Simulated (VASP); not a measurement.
# GaN (F-43m) in VASP: settings compared

The runs below take GaN through band structure, with LDA, PBEsol, TB-mBJ.

Program: VASP 6.6.1. These are calculated values, not measurements. Logs are shortened: lines on timing, memory, paths and dates and some standing lists are left out, and cuts for length are marked.

**What was measured.**

From a printed reference work, textbook, for a bulk crystal of GaN at 0 K: band gap 3.299 eV (direct).

The results are compared with them further down.

**1. The crystal as given**

The structure is cubic, space group F-43m (No. 216). Conventional cell: a = 4.507 Å, b = 4.507 Å, c = 4.507 Å, α = 90.00°, β = 90.00°, γ = 90.00°. Ga (site symmetry -43m) is surrounded by 4 N at 1.95 Å. Around N (site symmetry -43m) lie 4 Ga at 1.95 Å.

The cell is a database's computed one.

**2. Band structure, LDA**

POSCAR reads:

```
GaN
1.0
    0.0000000000      2.2535006075      2.2535006075
    2.2535006075      0.0000000000      2.2535006075
    2.2535006075      2.2535006075      0.0000000000
Ga N
1 1
Direct
    0.0000000000      0.0000000000      0.0000000000
    0.2500000000      0.2500000000      0.2500000000
```

INCAR.step1 reads:

```
ALGO = Normal
EDIFF = 1E-7
ENCUT = 520
ISIF = 2
ISMEAR = 0
LASPH = T
LCHARG = T
LREAL = F
LWAVE = F
NELM = 80
PREC = Accurate
SIGMA = 0.02
```

KPOINTS.step1 reads:

```
k-points
0
Gamma
  10 10 10
```

INCAR.step2 reads:

```
ALGO = Normal
EDIFF = 1E-7
ENCUT = 520
ICHARG = 11
ISIF = 2
ISMEAR = 0
LASPH = T
LCHARG = F
LREAL = F
LWAVE = F
NELM = 80
PREC = Accurate
SIGMA = 0.05
```

KPOINTS.step2 reads:

```
path GXWKGLUWLK,UX
20
line-mode
reciprocal
 0.0000000000  0.0000000000  0.0000000000  G
 0.5000000000  0.0000000000  0.5000000000  X

 0.5000000000  0.0000000000  0.5000000000  X
 0.5000000000  0.2500000000  0.7500000000  W

 0.5000000000  0.2500000000  0.7500000000  W
 0.3750000000  0.3750000000  0.7500000000  K

 0.3750000000  0.3750000000  0.7500000000  K
 0.0000000000  0.0000000000  0.0000000000  G

 0.0000000000  0.0000000000  0.0000000000  G
 0.5000000000  0.5000000000  0.5000000000  L

 0.5000000000  0.5000000000  0.5000000000  L
 0.6250000000  0.2500000000  0.6250000000  U

 0.6250000000  0.2500000000  0.6250000000  U
 0.5000000000  0.2500000000  0.7500000000  W

 0.5000000000  0.2500000000  0.7500000000  W
 0.5000000000  0.5000000000  0.5000000000  L

 0.5000000000  0.5000000000  0.5000000000  L
 0.3750000000  0.3750000000  0.7500000000  K

 0.6250000000  0.2500000000  0.6250000000  U
 0.5000000000  0.0000000000  0.5000000000  X
```

Potentials or basis: VASP PAW LDA potentials, release 64 (Ga_d, N).

Command:

```bash
$ cat potpaw_LDA.64/Ga_d/POTCAR potpaw_LDA.64/N/POTCAR > POTCAR
$ cp INCAR.step1 INCAR
$ cp KPOINTS.step1 KPOINTS
$ mpirun -np 1 vasp_std > vasp.out
$ cp INCAR.step2 INCAR
$ cp KPOINTS.step2 KPOINTS
$ mpirun -np 1 vasp_std > vasp.out
```

OUTCAR:

```text
EDIFF = 1E-7
   ENCUT = 520
   ICHARG = 11
   ISIF = 2
   ISMEAR = 0
   LASPH = T
   LREAL = F
   NELM = 80
   PREC = Accurate

 ion  position               nearest neighbor table
   1  0.000  0.000  0.000-   2 1.95   2 1.95   2 1.95   2 1.95
   2  0.250  0.250  0.250-   1 1.95   1 1.95   1 1.95   1 1.95

  LATTYP: Found a face centered cubic cell.
 ALAT       =     4.5070012150

  Lattice vectors:

 A1 = (   0.0000000000,   2.2535006075,   2.2535006075)
 A2 = (   2.2535006075,   0.0000000000,   2.2535006075)
 A3 = (   2.2535006075,   2.2535006075,   0.0000000000)

Analysis of symmetry for initial positions (statically):
=====================================================================
 Subroutine PRICEL returns:
 Original cell was already a primitive cell.

 Routine SETGRP: Setting up the symmetry group for a
 face centered cubic supercell.

 Subroutine GETGRP returns: Found 24 space group operations
 (whereof 24 operations were pure point group operations)
 out of a pool of 48 trial point group operations.

The static configuration has the point symmetry T_d .

Analysis of symmetry for dynamics (positions and initial velocities):
=====================================================================
 Subroutine PRICEL returns:
 Original cell was already a primitive cell.

 Routine SETGRP: Setting up the symmetry group for a
 face centered cubic supercell.

 Subroutine GETGRP returns: Found 24 space group operations
 (whereof 24 operations were pure point group operations)
 out of a pool of 48 trial point group operations.

The dynamic configuration has the point symmetry T_d .

 Subroutine INISYM returns: Found 24 space group operations
 (whereof 24 operations are pure point group operations),
 and found     1 'primitive' translations

----------------------------------------------------------------------------------------

                                     Primitive cell

  volume of cell :      22.8877

  direct lattice vectors                    reciprocal lattice vectors
     0.000000000  2.253500607  2.253500607    -0.221877020  0.221877020  0.221877020
     2.253500607  0.000000000  2.253500607     0.221877020 -0.221877020  0.221877020
     2.253500607  2.253500607  0.000000000     0.221877020  0.221877020 -0.221877020

  length of vectors
     3.186931122  3.186931122  3.186931122     0.384302272  0.384302272  0.384302272

  position of ions in fractional coordinates (direct lattice)
     0.000000000  0.000000000  0.000000000
     0.250000000  0.250000000  0.250000000

  ion indices of the primitive-cell ions
   primitive index   ion index
                 1           1
                 2           2

----------------------------------------------------------------------------------------

 KPOINTS: path GXWKGLUWLK,UX

Interpolating k-points between supplied coordinates.

 Line segments in fractional coordinates (reciprocal lattice):
    0.000000  0.000000  0.000000  ...  0.500000  0.000000  0.500000
    0.500000  0.000000  0.500000  ...  0.500000  0.250000  0.750000
    0.500000  0.250000  0.750000  ...  0.375000  0.375000  0.750000
    0.375000  0.375000  0.750000  ...  0.000000  0.000000  0.000000
    0.000000  0.000000  0.000000  ...  0.500000  0.500000  0.500000
    0.500000  0.500000  0.500000  ...  0.625000  0.250000  0.625000
    0.625000  0.250000  0.625000  ...  0.500000  0.250000  0.750000
    0.500000  0.250000  0.750000  ...  0.500000  0.500000  0.500000
    0.500000  0.500000  0.500000  ...  0.375000  0.375000  0.750000
    0.625000  0.250000  0.625000  ...  0.500000  0.000000  0.500000

 Generated    20 points on each line segment, for a total of    200 k-points:

 Following reciprocal coordinates:
            Coordinates               Weight
  0.000000  0.000000  0.000000      0.005000
  0.026316  0.000000  0.026316      0.005000
  0.052632  0.000000  0.052632      0.005000
  0.078947  0.000000  0.078947      0.005000
  0.105263  0.000000  0.105263      0.005000
  0.131579  0.000000  0.131579      0.005000
[... 16 lines left out ...]
[... 42 lines left out ...]

 E-fermi :   5.3157     XC(G=0): -12.1183

 val. band max:        5.0292271934   @ k =   0.0000   0.0000   0.0000
 cond. band min:       6.7785039792   @ k =   0.0000   0.0000   0.0000
 fundamental gap:      1.7492767859
 Fermi energy:         5.3157196458

 k-point     1 :       0.0000    0.0000    0.0000
  band No.  band energies     occupation
      1     -10.7720      2.00000
      2      -8.5238      2.00000
      3      -8.5238      2.00000
      4      -8.5238      2.00000
      5      -8.2013      2.00000
      6      -8.2013      2.00000
      7       5.0292      2.00000
      8       5.0292      2.00000
      9       5.0292      2.00000
     10       6.7785      0.00000
     11      15.1425      0.00000
     12      15.1425      0.00000
     13      15.1425      0.00000

 k-point     2 :       0.0263    0.0000    0.0263
  band No.  band energies     occupation
      1     -10.7614      2.00000
      2      -8.5220      2.00000
      3      -8.5220      2.00000
      4      -8.5214      2.00000
      5      -8.2021      2.00000
      6      -8.2008      2.00000
      7       4.9125      2.00000
      8       5.0056      2.00000
      9       5.0056      2.00000
     10       6.8981      0.00000
     11      15.0739      0.00000
     12      15.1662      0.00000
     13      15.1662      0.00000

 k-point     3 :       0.0526    0.0000    0.0526
  band No.  band energies     occupation
      1     -10.7297      2.00000
      2      -8.5166      2.00000
      3      -8.5166      2.00000
      4      -8.5140      2.00000
      5      -8.2046      2.00000
      6      -8.1992      2.00000
      7       4.6275      2.00000
      8       4.9362      2.00000
      9       4.9362      2.00000
     10       7.1906      0.00000
     11      14.8796      0.00000
     12      15.2364      0.00000
     13      15.2364      0.00000
[... 305 lines left out ...]
 k-point    23 :       0.5000    0.0263    0.5263
  band No.  band energies     occupation
      1      -9.7723      2.00000
      2      -8.4365      2.00000
      3      -8.2246      2.00000
      4      -8.2205      2.00000
      5      -8.1251      2.00000
      6      -6.3345      2.00000
      7      -1.1645      2.00000
      8       2.2661      2.00000
      9       2.2708      2.00000
     10       8.3448      0.00000
     11      11.5591      0.00000
     12      16.5221      0.00000
     13      18.7052      0.00000

 k-point    24 :       0.5000    0.0395    0.5395
  band No.  band energies     occupation
      1      -9.7720      2.00000
      2      -8.4346      2.00000
      3      -8.2294      2.00000
      4      -8.2203      2.00000
      5      -8.1264      2.00000
      6      -6.3246      2.00000
      7      -1.1535      2.00000
      8       2.2285      2.00000
      9       2.2385      2.00000
     10       8.4231      0.00000
     11      11.6124      0.00000
     12      16.5080      0.00000
     13      18.5946      0.00000

 [... further k-points ...]

------------------------ aborting loop because EDIFF is reached ----------------------------------------

  FORCE on cell =-STRESS in cart. coord.  units (eV):
  Direction    XX          YY          ZZ          XY          YZ          ZX
  --------------------------------------------------------------------------------------
  -------------------------------------------------------------------------------------
  Total       -2.5066159     -2.5066159     -2.5066159      0.0000000      0.0000000     -0.0000000
  in kB     -175.4669525   -175.4669525   -175.4669525      0.0000000      0.0000000     -0.0000000
  external PRESSURE =    -175.4669525 kB  Pullay stress =       0.0000000 kB

 VOLUME and BASIS-vectors are now :
 -----------------------------------------------------------------------------
  energy-cutoff  :      520.00
  volume of cell :       22.89
      direct lattice vectors                 reciprocal lattice vectors
     0.000000000  2.253500607  2.253500607    -0.221877020  0.221877020  0.221877020
     2.253500607  0.000000000  2.253500607     0.221877020 -0.221877020  0.221877020
     2.253500607  2.253500607  0.000000000     0.221877020  0.221877020 -0.221877020

 POSITION                                       TOTAL-FORCE (eV/Angst)
 -----------------------------------------------------------------------------------
      0.00000      0.00000      0.00000        -0.000000      0.000000      0.000000
      1.12675      1.12675      1.12675         0.000000     -0.000000     -0.000000
 -----------------------------------------------------------------------------------
    total drift:                                0.000002      0.000002      0.000002

  FREE ENERGIE OF THE ION-ELECTRON SYSTEM (eV)
  ---------------------------------------------------
  free  energy   TOTEN  =       -14.3025315434 eV

  energy  without entropy=      -14.3025315434  energy(sigma->0) =      -14.30253154
```

Wall time 13 s (1 thread of Intel Xeon 6975P-C (Granite Rapids), shared host); peak memory 0.17 GiB.

What came out:

```yaml
Band_gap_on_the_k_mesh: 1.75 eV, direct
Band_gap_along_the_path: 1.75 eV, direct
```

Levels at the corners of the path, in eV from the valence-band top:
```tsv
point	band 7	band 8	band 9	band 10	band 11	band 12
Γ	0.00	0.00	0.00	1.75	10.11	10.11
X	-6.20	-2.73	-2.73	3.25	6.49	11.50
X	-6.20	-2.73	-2.73	3.25	6.49	11.50
W	-5.77	-3.74	-3.69	6.12	8.24	10.16
W	-5.77	-3.74	-3.69	6.12	8.24	10.16
K	-5.94	-4.31	-2.20	4.88	7.72	10.88
K	-5.94	-4.31	-2.20	4.88	7.72	10.88
Γ	0.00	0.00	0.00	1.75	10.11	10.11
Γ	0.00	0.00	0.00	1.75	10.11	10.11
L	-7.12	-0.98	-0.98	4.55	8.60	10.21
L	-7.12	-0.98	-0.98	4.55	8.60	10.21
U	-5.94	-4.31	-2.20	4.88	7.72	10.88
U	-5.94	-4.31	-2.20	4.88	7.72	10.88
W	-5.77	-3.74	-3.69	6.12	8.24	10.16
W	-5.77	-3.74	-3.69	6.12	8.24	10.16
L	-7.12	-0.98	-0.98	4.55	8.60	10.21
L	-7.12	-0.98	-0.98	4.55	8.60	10.21
K	-5.94	-4.31	-2.20	4.88	7.72	10.88
U	-5.94	-4.31	-2.20	4.88	7.72	10.88
X	-6.20	-2.73	-2.73	3.25	6.49	11.50
```

Caveat: the log is that of the step along the path at fixed density, whose energy, stress, charges and moments have no meaning.

**3. Band structure, PBEsol**

POSCAR is that of step 2.

Changes to INCAR.step1 since step 2:

```diff
@@ -3,2 +3,3 @@
 ENCUT = 520
+GGA = PS
 ISIF = 2
```

KPOINTS.step1 is that of step 2.

Changes to INCAR.step2 since step 2:

```diff
@@ -3,2 +3,3 @@
 ENCUT = 520
+GGA = PS
 ICHARG = 11
```

KPOINTS.step2 is that of step 2.

Potentials or basis: VASP PAW PBE potentials, release 64 (Ga_d, N).

Command:

```bash
$ cat potpaw_PBE.64/Ga_d/POTCAR potpaw_PBE.64/N/POTCAR > POTCAR
$ cp INCAR.step1 INCAR
$ cp KPOINTS.step1 KPOINTS
$ mpirun -np 1 vasp_std > vasp.out
$ cp INCAR.step2 INCAR
$ cp KPOINTS.step2 KPOINTS
$ mpirun -np 1 vasp_std > vasp.out
```

It took 14 s on 1 thread of Intel Xeon 6975P-C (Granite Rapids), shared host; peak memory 0.18 GiB.

The run converged. Its results:

```
Band gap on the k mesh  : 1.68 eV, direct
Band gap along the path : 1.69 eV, direct
```

Levels at the corners of the path, in eV from the valence-band top:
| point | band 7 | band 8 | band 9 | band 10 | band 11 | band 12 |
| --- | --- | --- | --- | --- | --- | --- |
| Γ | 0.00 | 0.00 | 0.00 | 1.69 | 10.21 | 10.21 |
| X | -6.18 | -2.73 | -2.73 | 3.23 | 6.56 | 11.58 |
| X | -6.18 | -2.73 | -2.73 | 3.23 | 6.56 | 11.58 |
| W | -5.75 | -3.74 | -3.70 | 6.12 | 8.36 | 10.19 |
| W | -5.75 | -3.74 | -3.70 | 6.12 | 8.36 | 10.19 |
| K | -5.92 | -4.31 | -2.20 | 4.88 | 7.81 | 10.95 |
| K | -5.92 | -4.31 | -2.20 | 4.88 | 7.81 | 10.95 |
| Γ | 0.00 | 0.00 | 0.00 | 1.69 | 10.21 | 10.21 |
| Γ | 0.00 | 0.00 | 0.00 | 1.69 | 10.21 | 10.21 |
| L | -7.11 | -0.98 | -0.98 | 4.57 | 8.64 | 10.27 |
| L | -7.11 | -0.98 | -0.98 | 4.57 | 8.64 | 10.27 |
| U | -5.92 | -4.31 | -2.20 | 4.88 | 7.81 | 10.95 |
| U | -5.92 | -4.31 | -2.20 | 4.88 | 7.81 | 10.95 |
| W | -5.75 | -3.74 | -3.70 | 6.12 | 8.36 | 10.19 |
| W | -5.75 | -3.74 | -3.70 | 6.12 | 8.36 | 10.19 |
| L | -7.11 | -0.98 | -0.98 | 4.57 | 8.64 | 10.27 |
| L | -7.11 | -0.98 | -0.98 | 4.57 | 8.64 | 10.27 |
| K | -5.92 | -4.31 | -2.20 | 4.88 | 7.81 | 10.95 |
| U | -5.92 | -4.31 | -2.20 | 4.88 | 7.81 | 10.95 |
| X | -6.18 | -2.73 | -2.73 | 3.23 | 6.56 | 11.58 |

Caveat: the log is that of the step along the path at fixed density, whose energy, stress, charges and moments have no meaning; the PAW data sets were made with another functional, which shifts forces and pressure a little.

**4. Band structure, TB-mBJ**

POSCAR is that of step 3.

INCAR.step1 reads:

```
ALGO = Normal
EDIFF = 1E-5
ENCUT = 520
GGA = PE
ISIF = 2
ISMEAR = 0
LASPH = T
LCHARG = F
LREAL = F
LWAVE = T
NELM = 80
PREC = Accurate
SIGMA = 0.02
```

INCAR.step2 reads:

```
ALGO = Normal
EDIFF = 1E-7
ENCUT = 520
ISIF = 2
ISMEAR = 0
ISTART = 1
LASPH = T
LCHARG = F
LREAL = F
LWAVE = F
METAGGA = MBJ
NELM = 80
PREC = Accurate
SIGMA = 0.02
```

KPOINTS reads:

```
k-points
0
Gamma
  10 10 10
```

KPOINTS_OPT reads:

```
path GXWKGLUWLK,UX
20
line-mode
reciprocal
 0.0000000000  0.0000000000  0.0000000000  G
 0.5000000000  0.0000000000  0.5000000000  X

 0.5000000000  0.0000000000  0.5000000000  X
 0.5000000000  0.2500000000  0.7500000000  W

 0.5000000000  0.2500000000  0.7500000000  W
 0.3750000000  0.3750000000  0.7500000000  K

 0.3750000000  0.3750000000  0.7500000000  K
 0.0000000000  0.0000000000  0.0000000000  G

 0.0000000000  0.0000000000  0.0000000000  G
 0.5000000000  0.5000000000  0.5000000000  L

 0.5000000000  0.5000000000  0.5000000000  L
 0.6250000000  0.2500000000  0.6250000000  U

 0.6250000000  0.2500000000  0.6250000000  U
 0.5000000000  0.2500000000  0.7500000000  W

 0.5000000000  0.2500000000  0.7500000000  W
 0.5000000000  0.5000000000  0.5000000000  L

 0.5000000000  0.5000000000  0.5000000000  L
 0.3750000000  0.3750000000  0.7500000000  K

 0.6250000000  0.2500000000  0.6250000000  U
 0.5000000000  0.0000000000  0.5000000000  X
```

Command:

```bash
$ cat potpaw_PBE.64/Ga_d/POTCAR potpaw_PBE.64/N/POTCAR > POTCAR
$ cp INCAR.step1 INCAR
$ mpirun -np 1 vasp_std > vasp.out
$ cp INCAR.step2 INCAR
$ mpirun -np 1 vasp_std > vasp.out
```

Wall time 59 s (1 thread of Intel Xeon 6975P-C (Granite Rapids), shared host); peak memory 0.16 GiB.

Results (log left out):

```yaml
Band_gap_on_the_k_mesh: 2.87 eV, direct
Band_gap_along_the_path: 2.87 eV, direct
```

Levels at the corners of the path, in eV from the valence-band top:
```tsv
point	band 6	band 7	band 8	band 9	band 10	band 11	band 12	band 13
Γ	-12.82	0.00	0.00	0.00	2.87	11.71	11.71	11.71
X	-11.62	-5.58	-2.53	-2.53	4.62	8.10	13.19	15.83
X	-11.62	-5.58	-2.53	-2.53	4.62	8.10	13.19	15.83
W	-11.39	-5.15	-3.41	-3.27	7.33	9.90	11.60	12.32
W	-11.39	-5.15	-3.41	-3.27	7.33	9.90	11.60	12.32
K	-11.49	-5.31	-3.88	-2.03	6.23	9.27	12.47	14.29
K	-11.49	-5.31	-3.88	-2.03	6.23	9.27	12.47	14.29
Γ	-12.82	0.00	0.00	0.00	2.87	11.71	11.71	11.71
Γ	-12.82	0.00	0.00	0.00	2.87	11.71	11.71	11.71
L	-11.94	-6.44	-0.91	-0.91	6.00	10.08	11.60	11.60
L	-11.94	-6.44	-0.91	-0.91	6.00	10.08	11.60	11.60
U	-11.49	-5.31	-3.88	-2.03	6.23	9.27	12.47	14.29
U	-11.49	-5.31	-3.88	-2.03	6.23	9.27	12.47	14.29
W	-11.39	-5.15	-3.41	-3.27	7.33	9.90	11.60	12.32
W	-11.39	-5.15	-3.41	-3.27	7.33	9.90	11.60	12.32
L	-11.94	-6.44	-0.91	-0.91	6.00	10.08	11.60	11.60
L	-11.94	-6.44	-0.91	-0.91	6.00	10.08	11.60	11.60
K	-11.49	-5.31	-3.88	-2.03	6.23	9.27	12.47	14.29
U	-11.49	-5.31	-3.88	-2.03	6.23	9.27	12.47	14.29
X	-11.62	-5.58	-2.53	-2.53	4.62	8.10	13.19	15.83
```

Caveat: the PAW data sets were made with another functional, which shifts forces and pressure a little.

**5. Summary**

```csv
level,potentials or basis,gap on the mesh (eV)
LDA,"VASP PAW LDA potentials, release 64 (Ga_d, N)",1.75
PBEsol,"VASP PAW PBE potentials, release 64 (Ga_d, N)",1.68
TB-mBJ,"VASP PAW PBE potentials, release 64 (Ga_d, N)",2.87
```

Alike in all rows: task band structure; no spin polarisation; cell as given; k mesh 10 × 10 × 10; cutoff (eV) 520; smearing gaussian 0.02 eV.

Caveats: the PAW data sets were made with another functional, which shifts forces and pressure a little (some runs).

Absolute energies hang on the potentials; compare differences alone.

**6. How close it comes**

Step 2. Measured gap of GaN: 3.299 eV (direct; 0 K; a printed reference work, textbook). This calculation gives 1.75 eV (-1.55 eV). Spin-orbit coupling on Ga is left out. The value is that of LDA, without temperature or zero-point motion. Semilocal functionals fall short of measured gaps as a rule. The cell is a database's relaxed one, not the measured one, which moves gaps too.

Step 3. A measured gap of GaN is 3.299 eV (direct; 0 K; a printed reference work, textbook); the calculated 1.69 eV misses it by -1.61 eV. Spin-orbit coupling on Ga is left out. The value is that of PBEsol, without temperature or zero-point motion. Semilocal functionals fall short of measured gaps as a rule. The cell is a database's relaxed one, not the measured one, which moves gaps too.

Step 4. Against the measured gap of GaN, 3.299 eV (direct; 0 K; a printed reference work, textbook), the calculated 2.87 eV is off by -0.43 eV. Spin-orbit coupling on Ga is left out. The value is that of TB-mBJ, without temperature or zero-point motion. The cell is a database's relaxed one, not the measured one, which moves gaps too.
